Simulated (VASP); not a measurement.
# Nb (Im-3m) in VASP: further runs

The runs below take Nb through relaxation of cell and atoms, electrostatic potential, with PBEsol+D3(BJ).

Everything below comes from runs of VASP 6.6.1. Logs are shortened: lines on timing, memory, paths and dates and some standing lists are left out, and cuts for length are marked.

**1. The crystal as given**

It takes space group Im-3m (No. 229, cubic). Conventional cell: a = 3.270 Å, b = 3.270 Å, c = 3.270 Å, α = 90.00°, β = 90.00°, γ = 90.00°. Nb (site symmetry m-3m) is surrounded by 8 Nb at 2.83 Å.

The cell was built by a generator and needn't be a form met in nature.

**2. Relaxation of cell and atoms, PBEsol+D3(BJ)**

The input, INCAR:

```
SYSTEM = Nb
PREC = Accurate ; ENCUT = 600
EDIFF = 1E-7 ; ISMEAR = 1
SIGMA = 0.1 ; LREAL = .FALSE.
LASPH = .TRUE. ; NELM = 120
ALGO = Normal ; ISIF = 3
LWAVE = .FALSE. ; LCHARG = .FALSE.
GGA = PS ; IVDW = 12
IBRION = 2 ; NSW = 60
EDIFFG = -0.005
```

The input, KPOINTS:

```
regular mesh
0
G
  18 18 18
  0 0 0
```

The input, POSCAR:

```
Nb
1.0
   -1.6350000000      1.6350000000      1.6350000000
    1.6350000000     -1.6350000000      1.6350000000
    1.6350000000      1.6350000000     -1.6350000000
Nb
1
Direct
    0.0000000000      0.0000000000      0.0000000000
```

Potentials or basis: VASP PAW PBE potentials, release 64 (Nb_sv).

Command:

```sh
cat potpaw_PBE.64/Nb_sv/POTCAR > POTCAR
mpirun -np 1 vasp_std > vasp.out
```

OUTCAR:

```text
SYSTEM = Nb
   PREC = Accurate
   ENCUT = 600
   EDIFF = 1E-7
   ISMEAR = 1
   LREAL = .FALSE.
   LASPH = .TRUE.
   NELM = 120
   ISIF = 3
   GGA = PS
   IVDW = 12
   IBRION = 2
   NSW = 60
   EDIFFG = -0.005
 IVDW          = 12

 ion  position               nearest neighbor table
   1  0.000  0.000  0.000-

  LATTYP: Found a body centered cubic cell.
 ALAT       =     3.2700000000

  Lattice vectors:

 A1 = (  -1.6350000000,   1.6350000000,   1.6350000000)
 A2 = (   1.6350000000,  -1.6350000000,   1.6350000000)
 A3 = (   1.6350000000,   1.6350000000,  -1.6350000000)

Analysis of symmetry for initial positions (statically):
=====================================================================
 Subroutine PRICEL returns:
 Original cell was already a primitive cell.

 Routine SETGRP: Setting up the symmetry group for a
 body centered cubic supercell.

 Subroutine GETGRP returns: Found 48 space group operations
 (whereof 48 operations were pure point group operations)
 out of a pool of 48 trial point group operations.

The static configuration has the point symmetry O_h .

Analysis of symmetry for dynamics (positions and initial velocities):
=====================================================================
 Subroutine PRICEL returns:
 Original cell was already a primitive cell.

 Routine SETGRP: Setting up the symmetry group for a
 body centered cubic supercell.

 Subroutine GETGRP returns: Found 48 space group operations
 (whereof 48 operations were pure point group operations)
 out of a pool of 48 trial point group operations.

The dynamic configuration has the point symmetry O_h .

 Subroutine INISYM returns: Found 48 space group operations
 (whereof 48 operations are pure point group operations),
 and found     1 'primitive' translations

----------------------------------------------------------------------------------------

                                     Primitive cell

  volume of cell :      17.4829

  direct lattice vectors                    reciprocal lattice vectors
    -1.635000000  1.635000000  1.635000000     0.000000000  0.305810398  0.305810398
     1.635000000 -1.635000000  1.635000000     0.305810398  0.000000000  0.305810398
     1.635000000  1.635000000 -1.635000000     0.305810398  0.305810398  0.000000000

  length of vectors
     2.831903070  2.831903070  2.831903070     0.432481212  0.432481212  0.432481212

  position of ions in fractional coordinates (direct lattice)
     0.000000000  0.000000000  0.000000000

  ion indices of the primitive-cell ions
   primitive index   ion index
                 1           1

----------------------------------------------------------------------------------------

 KPOINTS: regular mesh

Automatic generation of k-mesh.
 Grid dimensions read from file:
 generate k-points for:   18   18   18

 Generating k-lattice:

  Cartesian coordinates                     Fractional coordinates (reciprocal lattice)
     0.000000000  0.016989467  0.016989467     0.055555556  0.000000000  0.000000000
     0.016989467  0.000000000  0.016989467     0.000000000  0.055555556  0.000000000
     0.016989467  0.016989467  0.000000000     0.000000000  0.000000000  0.055555556

  Length of vectors
     0.024026734  0.024026734  0.024026734

  Shift w.r.t. Gamma in fractional coordinates (k-lattice)
     0.000000000  0.000000000  0.000000000

 Subroutine IBZKPT returns following result:
 ===========================================

 Found    195 irreducible k-points:

 Following reciprocal coordinates:
            Coordinates               Weight
  0.000000  0.000000  0.000000      1.000000
  0.055556  0.000000  0.000000     12.000000
  0.111111  0.000000  0.000000     12.000000
  0.166667  0.000000  0.000000     12.000000
  0.222222  0.000000  0.000000     12.000000
  0.277778  0.000000  0.000000     12.000000
[... 16 lines left out ...]
  0.333333  0.111111 -0.000000     48.000000
  0.388889  0.111111  0.000000     48.000000
 [... further k-points ...]
   k-points           NKPTS =    195   k-points in BZ     NKDIM =    195   number of bands    NBANDS=     10
   number of dos      NEDOS =    301   number of ions     NIONS =      1
   total plane-waves  NPLWV =  13824
   dimension x,y,z NGX =    24 NGY =   24 NGZ =   24
   dimension x,y,z NGXF=    48 NGYF=   48 NGZF=   48
   ions per type =               1
   NGX,Y,Z   is equivalent  to a cutoff of  14.09, 14.09, 14.09 a.u.
   NGXF,Y,Z  is equivalent  to a cutoff of  28.18, 28.18, 28.18 a.u.
 SYSTEM =  Nb
   PREC   = accura    normal or accurate (medium, high low for compatibility)
   ISTART =      0    job   : 0-new  1-cont  2-samecut
   ICHARG =      2    charge: 1-file 2-atom 10-const
   ISPIN  =      1    spin polarized calculation?
   LNONCOLLINEAR =      F non collinear calculations
   LSORBIT =      F    spin-orbit coupling
   LASPH  =      T    aspherical Exc in radial PAW
   ENCUT  =  600.0 eV  44.10 Ry    6.64 a.u.   5.66  5.66  5.66*2*pi/ulx,y,z
   NELM   =    120;   NELMIN=  2; NELMDL= -5     # of ELM steps
   EDIFF  = 0.1E-06   stopping-criterion for ELM
   LREAL  =      F    real-space projection
   EDIFFG = -.5E-02   stopping-criterion for IOM
   NSW    =     60    number of steps for IOM
   IBRION =      2    ionic relax: 0-MD 1-quasi-New 2-CG
   NFREE  =      1    steps in history (QN), initial steepest desc. (CG)
   ISIF   =      3    stress and relaxation
   ISYM   =      2    0-nonsym 1-usesym 2-fastsym
   POTIM  = 0.5000    time-step for ionic-motion
   TEBEG  =    0.0;   TEEND  =   0.0 temperature during run
   PSTRESS=    0.0 pullay stress
   NELECT =      13.0000    total number of electrons
   NUPDOWN=      -1.0000    fix difference up-down
   EMIN   =  10.00;   EMAX   =-10.00  energy-range for DOS
   EFERMI =   0.00;   METHOD = LEGACY
   ISMEAR =     1;   SIGMA  =   0.10  broadening in eV -4-tet -1-fermi 0-gaus
   EFERMI_NEDOS =   21; number of points for ismear=-14 and -15
   IALGO  =     38    algorithm
   IMIX   =      4    mixing-type and parameters
     AMIX     =   0.40;   BMIX     =  1.00
     AMIX_MAG =   1.60;   BMIX_MAG =  1.00
  volume/ion in A,a.u.               =      17.48       117.98
  Fermi-wavevector in a.u.,A,eV,Ry     =   1.483149  2.802746 29.929167  2.199732
  Thomas-Fermi vector in A             =   2.596847
   LORBIT       =      0    0 simple, 1 ext, 2 COOP (PROOUT), +10 PAW based schemes
   GGA     = PS    functional components
   LHFCALC =     F    Hartree Fock is set to
   AEXX    =    0.0000 exact exchange contribution
   IVDW    =    12    specifies the selected vdW correction
   LEPSILON=     F    determine dielectric tensor
   LRPA    =     F    only Hartree local field effects (RPA)
 conjugate gradient relaxation of ions
 non-spin polarized calculation
 Methfessel and Paxton  Order N= 1 SIGMA  =   0.10
  energy-cutoff  :      600.00
  volume of cell :       17.48
 maximum number of plane-waves:       603
   NGX = 11   NGY = 11   NGZ = 11

--------------------------------------- Ionic step        1  -------------------------------------------

 number of electron      13.0000001 magnetization

 Free energy of the ion-electron system (eV)
  ---------------------------------------------------
  ext. energy  EPLUGINS =         0.00000000
  ---------------------------------------------------
  free energy    TOTEN  =       -10.95179040 eV

  energy without entropy =      -10.95237967  energy(sigma->0) =      -10.95198682

------------------------ aborting loop because EDIFF is reached ----------------------------------------

 Edisp (eV)   -0.77529

 E8    (eV) :    -0.5509

  FORCE on cell =-STRESS in cart. coord.  units (eV):
  Direction    XX          YY          ZZ          XY          YZ          ZX
  --------------------------------------------------------------------------------------
  -------------------------------------------------------------------------------------
  Total      -0.77619    -0.77619    -0.77619     0.00000     0.00000    -0.00000
  in kB     -71.13249   -71.13249   -71.13249     0.00000     0.00000    -0.00000
  external pressure =      -71.13 kB  Pullay stress =        0.00 kB
[... 98 lines left out ...]
  energy  without entropy=      -11.7428762542  energy(sigma->0) =      -11.74257271

--------------------------------------- Ionic step        4  -------------------------------------------

 number of electron      13.0000000 magnetization

 Free energy of the ion-electron system (eV)
  ---------------------------------------------------
  ext. energy  EPLUGINS =         0.00000000
  ---------------------------------------------------
  free energy    TOTEN  =       -10.93581655 eV

  energy without entropy =      -10.93625728  energy(sigma->0) =      -10.93596346

 E-fermi :  12.0355     XC(G=0): -12.9917

 val. band max:       12.0350583308   @ k =  -0.1111   0.1667   0.0556
 cond. band min:      12.0419368282   @ k =   0.1111   0.0000   0.0000
 fundamental gap:      0.0068784973
 Fermi energy:        12.0354852658

 k-point     1 :       0.0000    0.0000    0.0000
  band No.  band energies     occupation
      1     -42.1606      2.00000
      2     -17.3085      2.00000
      3     -17.3085      2.00000
      4     -17.3085      2.00000
      5       5.9471      2.00000
      6      12.3742     -0.00002
      7      12.3742     -0.00002
      8      12.3742     -0.00002
      9      15.5208      0.00000
     10      15.5208      0.00000
[... 287 lines left out ...]
 k-point    24 :       0.3889    0.1111    0.0000
  band No.  band energies     occupation
      1     -41.8344      2.00000
      2     -18.8965      2.00000
      3     -17.8867      2.00000
      4     -17.4010      2.00000
      5       8.4283      2.00000
      6      10.3085      2.00000
      7      13.3634     -0.00000
      8      15.4339      0.00000
      9      16.6492      0.00000
     10      19.4013      0.00000

 [... further k-points ...]

------------------------ aborting loop because EDIFF is reached ----------------------------------------

 Edisp (eV)   -0.80661

 E8    (eV) :    -0.5731

  FORCE on cell =-STRESS in cart. coord.  units (eV):
  Direction    XX          YY          ZZ          XY          YZ          ZX
  --------------------------------------------------------------------------------------
  -------------------------------------------------------------------------------------
  Total      -0.00014    -0.00014    -0.00014    -0.00000     0.00000     0.00000
  in kB      -0.01382    -0.01382    -0.01382    -0.00000     0.00000     0.00000
  external pressure =       -0.01 kB  Pullay stress =        0.00 kB
[... 16 lines left out ...]
  FREE ENERGIE OF THE ION-ELECTRON SYSTEM (eV)
  ---------------------------------------------------
  free  energy   TOTEN  =       -11.7424272498 eV

  energy  without entropy=      -11.7428679731  energy(sigma->0) =      -11.74257416

 reached required accuracy - stopping structural energy minimisation
```

Wall time 62 s (1 thread of Intel Xeon Platinum 8488C (Sapphire Rapids), shared host); peak memory 0.19 GiB.

Results:

- Free energy: -11.7424 eV
- Relaxed volume: 16.81 Å³/atom
- Relaxed cell: a = 2.795 Å, b = 2.795 Å, c = 2.795 Å, α = 109.47°, β = 109.47°, γ = 109.47°
- Space group after relaxing (to 0.05 Å): Im-3m (No. 229)
- Energy gained by relaxing: 15.4 meV/atom
- Ionic steps: 4
- Pressure after relaxing: 0.0 GPa
- Band gap on the k mesh: none (metal or under the smearing width)
- Dispersion energy per atom: -0.807 eV

Step by step:
```csv
step,energy change (eV),largest force (eV/Å),pressure (GPa),volume (Å³)
1,0.0000,0.0000,-7.11,17.48
2,0.0431,0.0000,16.29,15.59
3,-0.0153,0.0000,-0.15,16.82
4,-0.0154,0.0000,0.00,16.81
```

Final structure:
```
CELL_PARAMETERS angstrom
-1.61373 1.61373 1.61373
1.61373 -1.61373 1.61373
1.61373 1.61373 -1.61373
ATOMIC_POSITIONS crystal
Nb 0.00000 0.00000 0.00000
```

Caveat: the PAW data sets were made with another functional, which shifts forces and pressure a little; pairwise dispersion overbinds metals, which lowers pressure and volume.

**3. Electrostatic potential, PBEsol+D3(BJ)**

This run uses another cell than the first one, of 16.81 Å³/atom, 0.961 times its volume.

The input, INCAR:

```
SYSTEM = Nb
PREC = Accurate
ENCUT = 520
EDIFF = 1E-7
ISMEAR = 1
SIGMA = 0.1
LREAL = .FALSE.
LASPH = .TRUE.
NELM = 100
ALGO = Normal
ISIF = 2
LWAVE = .FALSE.
LCHARG = .TRUE.
GGA = PS
IVDW = 12
LVHAR = .TRUE.
```

KPOINTS is that of step 2.

The input, POSCAR:

```
Nb                                      
1.0
   -1.6137326547      1.6137326547      1.6137326547
    1.6137326547     -1.6137326547      1.6137326547
    1.6137326547      1.6137326547     -1.6137326547
  Nb            
     1
Direct
     0.0000000000000000    0.0000000000000000    0.0000000000000000
```

Potentials or basis: VASP PAW PBE potentials, release 64 (Nb_sv).

Command:

```sh
cat potpaw_PBE.64/Nb_sv/POTCAR > POTCAR
mpirun -np 1 vasp_std > vasp.out
```

It took 20 s on 1 thread of Intel Xeon Platinum 8488C (Sapphire Rapids), shared host; peak memory 0.17 GiB.

It converged, with:

| Quantity | Value |
| --- | --- |
| Free energy | -11.7418 eV |
| Pressure | 0.0 GPa |
| Band gap on the k mesh | none (metal or under the smearing width) |
| Dispersion energy per atom | -0.807 eV |

Levels at points of the mesh, in eV from the Fermi level:
```csv
k point,band 4,band 5,band 6,band 7,band 8,band 9
"(0.00, 0.00, 0.00)",-29.34,-6.09,0.34,0.34,0.34,3.49
"(0.50, 0.00, 0.00)",-29.36,-4.04,-1.88,2.65,3.57,4.31
"(0.50, 0.50, 0.50)",-30.49,-4.16,-4.16,6.13,6.13,6.13
```

Caveat: the PAW data sets were made with another functional, which shifts forces and pressure a little; pairwise dispersion overbinds metals, which lowers pressure and volume.
